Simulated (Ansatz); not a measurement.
Runs of Ansatz 0.2.0 on LiH. Symmetry: Fm-3m, No. 225, cubic system. Conventional cell: a = 4.074 Å, b = 4.074 Å, c = 4.074 Å, α = 90.00°, β = 90.00°, γ = 90.00°. Around Li (site symmetry m-3m) lie 6 H at 2.04 Å. H (site symmetry m-3m) is surrounded by 6 Li at 2.04 Å. 

```csv
task,level,potentials or basis,spin,cell,k mesh,cutoff (eV),smearing,temperature,points for each segment of the path,broadening,other keys,mesh quality,gap on the mesh (eV),pressure (GPa)
single point,PBE,Ansatz PAW,off,"atoms moved at random, drawn with an rms of 0.05 Å",11 × 11 × 11,420,fermi-dirac 0.05 eV,-,-,-,-,not flagged,3.21,-1.6
electron localisation function,r2SCANh,SPMS NC,off,as given,6 × 6 × 6,816,gaussian 0.1 eV,-,-,-,-,coarse,4.27,-1.3
single point,PBE,Ansatz PAW,off,as given,11 × 11 × 11,420,fermi-dirac 0.05 eV,-,-,-,-,not flagged,3.21,(b)
band structure,m-r2SCAN,PseudoDojo stringent (PBE files),off,as given,11 × 11 × 11,1306,tetrahedron uncorrected,-,14,-,crystal.symmetry = detect False; scf.occupations.width = left out; …,not flagged,3.86,-1.5
optical spectrum,r2SCAN,Ansatz PAW earlier set,"non-collinear, ferromagnetic start",as given,11 × 11 × 11,1000,fermi-dirac 0.05 eV,-,-,0.2 eV,-,not flagged,(a),-
```

Problem. Fill in the values left out.

Solution. (a) 3.85; (b) -1.7.

Caveats: some runs use coarse meshes; odd divisions of the mesh miss points on the zone boundary, where band edges often lie, so the gap on the mesh can be too wide (some runs); the meta-GGA runs on potentials made for a GGA (some runs); the potentials were made for another functional, which shifts forces and pressure (some runs); the thresholds are loose for stress (some runs); the k mesh misses the band edges, so the gap on the mesh is wider than the one along the path (some runs); spectra need much finer meshes, so this one isn't converged (some runs); independent-particle spectra lack excitons (some runs).
